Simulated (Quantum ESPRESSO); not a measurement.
# C (Diamond): zone-centre phonons

Which modes does C (Diamond) have at the zone centre?

Calculated with Quantum ESPRESSO 7.5; DFT LDA, scalar-relativistic, plane waves, PseudoDojo norm-conserving pseudopotentials.

**What experiment says.**

For C, diamond (commercial powder sealed under argon, after heating to 1000 K and fast cooling, 300 K), “Electron density and thermal motion of diamond at elevated temperatures” (2023, pmc:9813686) gives, by synchrotron powder X-ray diffraction: lattice constant a (cubic a, 300K data set after heating to 1000 K) 3.56718 ± 3e-06 Å [Measured after heating to 1000 K and fast cooling; wavelength calibrated on LaB6, its …].

For C, diamond cubic (HPHT type Ib (001) substrate, 300 K), “Surface Morphology and Microstructure Evolution of Single Crystal Diamond during Different Homoepitaxial Growth Stages” (2021, pmc:8537231) gives, by confocal Raman, 532 nm excitation: Raman mode (first-order diamond Raman peak, HPHT substrate (point V)) 1331.19 cm⁻¹ [nitrogen-containing type Ib HPHT substrate, measured on the cross-section; broader line …].

## (1) The structure

It takes space group Fd-3m (No. 227, cubic). The conventional cell has a = 3.567 Å, b = 3.567 Å, c = 3.567 Å, α = 90.00°, β = 90.00°, γ = 90.00°. Nearest to C lie 4 C at 1.54 Å.

## (2) A first look

Before anything dear is run, a loose run with smearing shows whether this is a metal and how far the cell is from rest.

Input file probe.in:

```
&control
   calculation = 'scf'
   prefix = 'x'
   outdir = './tmp'
   pseudo_dir = './pseudo'
   tprnfor = .true.
   tstress = .true.
   verbosity = 'high'
/
&system
   ibrav = 0
   nat = 2
   ntyp = 1
   ecutwfc = 82.0
   occupations = 'smearing'
   smearing = 'gaussian'
   degauss = 0.01
/
&electrons
   conv_thr = 1.0d-07
   mixing_beta = 0.7
   electron_maxstep = 100
/
ATOMIC_SPECIES
 C      12.0110  C.upf
CELL_PARAMETERS angstrom
     0.000000000    1.783370000    1.783370000
     1.783370000    0.000000000    1.783370000
     1.783370000    1.783370000    0.000000000
ATOMIC_POSITIONS crystal
 C      0.000000000   0.000000000   0.000000000
 C      0.250000000   0.250000000   0.250000000
K_POINTS automatic
 8 8 8 0 0 0
```

The run is started by

```bash
$ OMP_NUM_THREADS=1 mpirun -n 4 pw.x -nk 4 -in probe.in > probe.out
```

Output:

```text
[banners, grids, parts of the stress and lines that vanish by symmetry left out]
Program PWSCF v.7.5
     Message from routine setup:
     using ibrav=0 with symmetry is DISCOURAGED, use correct ibrav instead
[...]
kinetic-energy cutoff     =      82.0000  Ry
     charge density cutoff     =     328.0000  Ry
     scf convergence threshold =      1.0E-07
[...]
Exchange-correlation= SLA  PW   NOGX NOGC
                           (   1   4   0   0   0   0   0)
[...]
48 Sym. Ops., with inversion, found (24 have fractional translation)
[...]
(     0          1          0      )
                  (     0          0          1      )
[...]
( -0.0000000  1.0000000  0.0000000 )
                  ( -0.0000000  0.0000000  1.0000000 )
[...]
(     1          0         -1      )
[...]
(    -1          1          0      )       ( -0.2500000 )
                  (     0          1         -1      )       ( -0.2500000 )
[...]
( -1.0000000  0.0000000 -0.0000000 )       ( -0.3535534 )
                  ( -0.0000000  1.0000000 -0.0000000 )       ( -0.3535534 )
[...]
number of k points=    29  Gaussian smearing, width (Ry)=  0.0100
[...]
End of self-consistent calculation
[...]
the Fermi energy is    15.8432 ev
!    total energy              =     -24.12848676 Ry
[...]
convergence has been achieved in   5 iterations
[...]
atom    1 type  1   force =     0.00000000   -0.00000000   -0.00000000
     atom    2 type  1   force =    -0.00000000   -0.00000000   -0.00000000
[...]
Total force =     0.000000     Total SCF correction =     0.000000
[...]
total   stress  (Ry/bohr**3)                   (kbar)     P=     -111.84
[...]
XML data file, charge density, pseudopotentials, collected wavefunctions

   JOB DONE.
```

Elapsed: 4.4 s, on 4 MPI ranks of Intel Xeon at 2.50GHz (Skylake/Cascade Lake), shared host; 12 s of CPU time.

Numbers from this step:

```yaml
volume_per_atom: 5.672 Å³
pressure: -11.18 GPa
gap_on_the_k_mesh: 4.141 eV
```

A gap of 4.1 eV opens on this mesh, so the crystal is taken as an insulator; the start stands at -11 GPa.

## (3) Relaxation

The relaxation runs at a cutoff a fifth above that of the response, since stress converges more slowly with the basis than frequencies do. Forces and stress are brought to rest with tight thresholds.

Input file relax.in:

```
&control
   calculation = 'vc-relax'
   prefix = 'x'
   outdir = './tmp'
   pseudo_dir = './pseudo'
   tprnfor = .true.
   tstress = .true.
   forc_conv_thr = 2.0d-05
   etot_conv_thr = 1.0d-07
   nstep = 40
/
&system
   ibrav = 0
   nat = 2
   ntyp = 1
   ecutwfc = 98
   occupations = 'fixed'
   nbnd = 6
/
&electrons
   conv_thr = 1.0d-11
   mixing_beta = 0.7
   electron_maxstep = 100
/
&ions
/
&cell
   press_conv_thr = 0.2
/
ATOMIC_SPECIES
 C      12.0110  C.upf
CELL_PARAMETERS angstrom
     0.000000000    1.783370000    1.783370000
     1.783370000    0.000000000    1.783370000
     1.783370000    1.783370000    0.000000000
ATOMIC_POSITIONS crystal
 C      0.000000000   0.000000000   0.000000000
 C      0.250000000   0.250000000   0.250000000
K_POINTS automatic
 10 10 10 0 0 0
```

The run is started by

```bash
$ OMP_NUM_THREADS=1 mpirun -n 4 pw.x -nk 4 -in relax.in > relax.out
```

Output:

```text
[banners, grids, parts of the stress and lines that vanish by symmetry left out]
[banner, memory and clock lines left out]
Program PWSCF v.7.5

[...]
kinetic-energy cutoff     =      98.0000  Ry
     charge density cutoff     =     392.0000  Ry
     scf convergence threshold =      1.0E-11
[...]
energy convergence thresh.=      1.0E-07
     force convergence thresh. =      2.0E-05
     press convergence thresh. =      2.0E-01
     Exchange-correlation= SLA  PW   NOGX NOGC
                           (   1   4   0   0   0   0   0)
[...]
48 Sym. Ops., with inversion, found (24 have fractional translation)
[...]
number of k points=    47
[...]
End of self-consistent calculation
[...]
highest occupied, lowest unoccupied level (ev):    13.1281   17.3062
!    total energy              =     -24.12861395 Ry
[...]
convergence has been achieved in   9 iterations
[...]
atom    1 type  1   force =    -0.00000000   -0.00000000   -0.00000000
     atom    2 type  1   force =     0.00000000   -0.00000000    0.00000000
     Total force =     0.000000     Total SCF correction =     0.000000
[...]
total   stress  (Ry/bohr**3)                   (kbar)     P=     -109.82
[...]
number of bfgs steps    =   0
[...]
CELL_PARAMETERS (angstrom)
[...]
ATOMIC_POSITIONS (crystal)
C               -0.0000000000       -0.0000000000        0.0000000000
C                0.2500000000        0.2500000000        0.2500000000
[...]
New effective cutoffs (rho, wfc):  406.97  101.75
[...]
End of self-consistent calculation
[...]
highest occupied, lowest unoccupied level (ev):    14.1714   18.4894
!    total energy              =     -24.12810902 Ry
[...]
convergence has been achieved in   5 iterations
[...]
atom    1 type  1   force =    -0.00000000    0.00000000    0.00000000
     atom    2 type  1   force =    -0.00000000   -0.00000000   -0.00000000
     Total force =     0.000000     Total SCF correction =     0.000000
[...]
total   stress  (Ry/bohr**3)                   (kbar)     P=      156.76
[...]
number of bfgs steps    =   1
[...]
CELL_PARAMETERS (angstrom)
[...]
ATOMIC_POSITIONS (crystal)
C               -0.0000000000       -0.0000000000        0.0000000000
C                0.2500000000        0.2500000000        0.2500000000
[...]
New effective cutoffs (rho, wfc):  398.31   99.59
[...]
End of self-consistent calculation
[...]
highest occupied, lowest unoccupied level (ev):    13.5705   17.8082
!    total energy              =     -24.12932457 Ry
[...]
convergence has been achieved in   5 iterations
[...]
atom    1 type  1   force =    -0.00000000   -0.00000000   -0.00000000
     atom    2 type  1   force =     0.00000000    0.00000000    0.00000000
     Total force =     0.000000     Total SCF correction =     0.000000
[...]
total   stress  (Ry/bohr**3)                   (kbar)     P=       -1.99
[...]
number of bfgs steps    =   1
[...]
CELL_PARAMETERS (angstrom)
[...]
ATOMIC_POSITIONS (crystal)
[...]
New effective cutoffs (rho, wfc):  398.43   99.62
[...]
End of self-consistent calculation
[...]
highest occupied, lowest unoccupied level (ev):    13.5786   17.8175
!    total energy              =     -24.12932478 Ry
[...]
convergence has been achieved in   5 iterations
[...]
atom    1 type  1   force =     0.00000000    0.00000000   -0.00000000
     atom    2 type  1   force =    -0.00000000   -0.00000000    0.00000000
     Total force =     0.000000     Total SCF correction =     0.000000
[...]
total   stress  (Ry/bohr**3)                   (kbar)     P=        0.07
[...]
number of bfgs steps    =   2
[...]
small trust_radius: resetting bfgs history
[...]
CELL_PARAMETERS (angstrom)
[...]
ATOMIC_POSITIONS (crystal)
[...]
New effective cutoffs (rho, wfc):  398.42   99.61
[...]
End of self-consistent calculation
[...]
highest occupied, lowest unoccupied level (ev):    13.5780   17.8167
!    total energy              =     -24.12932478 Ry
[...]
convergence has been achieved in   3 iterations
[...]
atom    1 type  1   force =     0.00000000    0.00000000   -0.00000000
     atom    2 type  1   force =     0.00000000    0.00000000   -0.00000000
     Total force =     0.000000     Total SCF correction =     0.000000
[...]
total   stress  (Ry/bohr**3)                   (kbar)     P=       -0.10
[...]
bfgs converged in   5 scf cycles and   3 bfgs steps
[...]
End of BFGS Geometry Optimization
     Final enthalpy           =     -24.1293247808 Ry
     File ./tmp/x.bfgs deleted, as requested
[...]
CELL_PARAMETERS (angstrom)
[...]
ATOMIC_POSITIONS (crystal)
C               -0.0000000000       -0.0000000000        0.0000000000
C                0.2500000000        0.2500000000        0.2500000000
[...]
Final scf calculation at the relaxed structure.
[...]
kinetic-energy cutoff     =      98.0000  Ry
     charge density cutoff     =     392.0000  Ry
     scf convergence threshold =      1.0E-13
[...]
press convergence thresh. =      2.0E-01
     Exchange-correlation= SLA  PW   NOGX NOGC
                           (   1   4   0   0   0   0   0)
[...]
48 Sym. Ops., with inversion, found (24 have fractional translation)
[...]
number of k points=    47
[...]
c_bands:  1 eigenvalues not converged
     c_bands:  1 eigenvalues not converged
     c_bands:  1 eigenvalues not converged
[...]
End of self-consistent calculation
[...]
highest occupied, lowest unoccupied level (ev):    13.5780   17.8167
!    total energy              =     -24.12932441 Ry
[...]
convergence has been achieved in   9 iterations
[...]
atom    1 type  1   force =    -0.00000000   -0.00000000    0.00000000
     atom    2 type  1   force =     0.00000000    0.00000000   -0.00000000
     Total force =     0.000000     Total SCF correction =     0.000000
[...]
total   stress  (Ry/bohr**3)                   (kbar)     P=       -0.07
[...]
XML data file, charge density, pseudopotentials, collected wavefunctions
```

It took 20 s on 4 MPI ranks; 62 s of CPU time.

Relaxation path:

```tsv
step	energy less that of the first step (eV)	largest force (eV/Å)	pressure (GPa)	volume (Å³)
1	0.0000	0.0000	-10.98	11.34
2	0.0069	0.0000	15.68	10.72
3	-0.0097	0.0000	-0.20	11.07
4	-0.0097	0.0000	0.01	11.07
5	-0.0097	0.0000	-0.01	11.07
6	-0.0097	0.0000	-0.01	11.07
```

```tsv
conventional cell, symmetrised	before	after	change
a (Å)	3.567	3.538	-0.8 %
b (Å)	3.567	3.538	-0.8 %
c (Å)	3.567	3.538	-0.8 %
volume (Å³/atom)	5.67	5.53	-2.4 %
```

Final coordinates:

```
C
1.0
     0.00000    1.76876    1.76876
     1.76876    0.00000    1.76876
     1.76876    1.76876    0.00000
C
2
Direct
  0.00000 0.00000 0.00000
  0.25000 0.25000 0.25000
```

The last row of the table of steps is pw.x's closing run on a basis chosen anew for the final cell, so its energy can jump.

This step gave:

- volume per atom: 5.534 Å³
- pressure: -0.007000 GPa
- gap on the k-mesh: 4.239 eV

The volume changes by -2.4 % from the cell with which this run began.

## (4) Self-consistent run for the response

Perturbation theory inherits every error of the wavefunctions, so the threshold is set near the limit of the arithmetic. With a gap, occupations are fixed, which also allows the response to an electric field.

Input file scf.in:

```
&control
   calculation = 'scf'
   prefix = 'x'
   outdir = './tmp'
   pseudo_dir = './pseudo'
   tprnfor = .true.
   tstress = .true.
/
&system
   ibrav = 0
   nat = 2
   ntyp = 1
   ecutwfc = 82.0
   occupations = 'fixed'
   nbnd = 6
/
&electrons
   conv_thr = 1.0d-12
   mixing_beta = 0.7
   electron_maxstep = 100
/
ATOMIC_SPECIES
 C      12.0110  C.upf
CELL_PARAMETERS angstrom
     0.000000000    1.768755642    1.768755642
     1.768755642    0.000000000    1.768755642
     1.768755642    1.768755642    0.000000000
ATOMIC_POSITIONS crystal
 C      0.000000000   0.000000000   0.000000000
 C      0.250000000   0.250000000   0.250000000
K_POINTS automatic
 10 10 10 0 0 0
```

The run is started by

```bash
$ OMP_NUM_THREADS=1 mpirun -n 4 pw.x -nk 4 -in scf.in > scf.out
```

Output:

```text
[banners, grids, parts of the stress and lines that vanish by symmetry left out]
[banner, memory and clock lines left out]
Program PWSCF v.7.5

[...]
kinetic-energy cutoff     =      82.0000  Ry
     charge density cutoff     =     328.0000  Ry
     scf convergence threshold =      1.0E-12
[...]
Exchange-correlation= SLA  PW   NOGX NOGC
                           (   1   4   0   0   0   0   0)
[...]
48 Sym. Ops., with inversion, found (24 have fractional translation)
[...]
number of k points=    47
[...]
End of self-consistent calculation
[...]
highest occupied, lowest unoccupied level (ev):    13.5780   17.8168
!    total energy              =     -24.12925080 Ry
[...]
convergence has been achieved in  11 iterations
[...]
atom    1 type  1   force =    -0.00000000    0.00000000    0.00000000
     atom    2 type  1   force =    -0.00000000    0.00000000    0.00000000
     Total force =     0.000000     Total SCF correction =     0.000000
[...]
total   stress  (Ry/bohr**3)                   (kbar)     P=       -2.41
[...]
XML data file, charge density, pseudopotentials, collected wavefunctions
```

It took 4.2 s on 4 MPI ranks; 15 s of CPU time.

Numbers from this step:

| Quantity | Value |
| --- | --- |
| pressure | -0.2410 GPa |

The cell stands at -0.24 GPa, close enough for stiff modes, while soft ones can move.

(Part 1 of 2 ends here.)

[Host names and launcher messages were left out of these logs when they were recorded.]

[Logs are printed without paths, hosts, clocks, repeated set-up lines and the standing remarks that a program may print on its own settings, such as how far it seeks lower states.]

[Hosts, paths, dates, database ids (printed as entryN), source tags and the programs' standing remarks are cut or masked in the printed files.]
